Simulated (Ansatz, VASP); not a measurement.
**Two plane-wave programs on La**

INCAR

```
PREC = Accurate
ENCUT = 520
EDIFF = 1E-7
ISMEAR = -1
SIGMA = 0.1
LREAL = False
LASPH = True
NELM = 100
ALGO = Normal
ISIF = 2
LWAVE = False
LCHARG = True
GGA = PS
LELF = True
LVHAR = True
NBANDS = 12
```

The input KPOINTS:

```
regular mesh
0
Gamma
  12 12 12
```

POSCAR

```
La
1.0
   -2.0849384338      2.0849384338      2.0849384338
    2.0849384338     -2.0849384338      2.0849384338
    2.0849384338      2.0849384338     -2.0849384338
La
1
Direct
    0.0000000000      0.0000000000      0.0000000000
```

Input for Ansatz:

```yaml
crystal:
  lattice:
    - [-2.0849384338, 2.0849384338, 2.0849384338]
    - [2.0849384338, -2.0849384338, 2.0849384338]
    - [2.0849384338, 2.0849384338, -2.0849384338]
  atoms:
    - { symbol: La, position: [0.0, 0.0, 0.0] }
hamiltonian:
  xc: pbesol
  pseudopotentials:
    kind: paw
    azcp:
      La: "pseudopotentials/La.paw.azcp"
basis:
  ecutwfc: 420
  fft_grid_basis: typed
kpoints:
  mp_grid: { grid: [12, 12, 12], shift: [0, 0, 0] }
magnetization:
  spin_polarized: false
scf:
  occupations: { method: fermi_dirac, width: 0.1 }
  lower_state_search: "off"
output:
  stress: true
```

Alike in both runs: task single point; functional PBEsol; k mesh 12 × 12 × 12; occupations fermi-dirac, width 0.1 eV; no spin polarisation.

|  | VASP | Ansatz |
| --- | --- | --- |
| version | VASP 6.6.1 | Ansatz 0.2.0 |
| potentials or method | VASP PAW PBE potentials, release 64 (La) | plane waves (420 eV) with PAW, scalar-relativistic |
| plane-wave cutoff (eV) | 520 | 420 |
| valence electrons in the cell | 11 | 11 |

|  | VASP | Ansatz | Ansatz less VASP |
| --- | --- | --- | --- |
| pressure (GPa) | -0.9 | -0.9 | -0.02 |

With one functional, cell and mesh, what is left measures potentials, basis and numerics. Ansatz warned: «pseudo_functional_mismatch».

Caveats: the PAW data sets were made with another functional, which shifts forces and pressure a little (VASP). The runs have no spin-orbit coupling, so splittings on La are missing.
